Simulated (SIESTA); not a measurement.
Crystal: Mg.

```
CELL_PARAMETERS angstrom
3.05030 0.00000 0.00000
-1.52515 2.64164 0.00000
0.00000 0.00000 3.04484
ATOMIC_POSITIONS crystal
Mg 0.00000 0.00000 0.00000
```

This isn't the form of Mg at room conditions, which is hcp.

```yaml
Program: SIESTA 5.4.2
Task: single point
Functional: PBE
Potentials_or_basis: PseudoDojo 0.4 standard (PBE files)
Basis: DZP (energy shift 0.002 Ry)
Grid_cutoff: 800 Ry
Energy_shift: 0.002 Ry
k_mesh: 10 × 10 × 9
Occupations: fermi-dirac, width 0.05 eV
Spin: no spin polarisation
```

On this cell: pressure 2.8 GPa; band gap on the k mesh none (metal or under the smearing width).

The same run follows on a disturbed copy (cell strained at random at fixed volume):

```xyz
1
Lattice="2.9514 0.0079 0.0350 -1.4689 2.7074 -0.0249 0.0349 -0.0085 3.0664" Properties=species:S:1:pos:R:3 pbc="T T T"
Mg    0.0540   -0.0414    0.0399
```

Problem. What changes?

Solution. The energy (extrapolated to zero smearing) moves by +12.3 meV/atom; pressure 2.9 GPa; band gap on the k mesh none (metal or under the smearing width).

Stress tensor (GPa, compression positive):
```
 6.33 -0.12  0.01
-0.12  3.20 -0.02
 0.01 -0.02 -0.76
```

Caveats: semicore shells carry a single zeta, which can move pressures by several GPa and volumes by a few percent; the basis of atomic orbitals isn't converged, which shifts pressures, moduli and gaps.
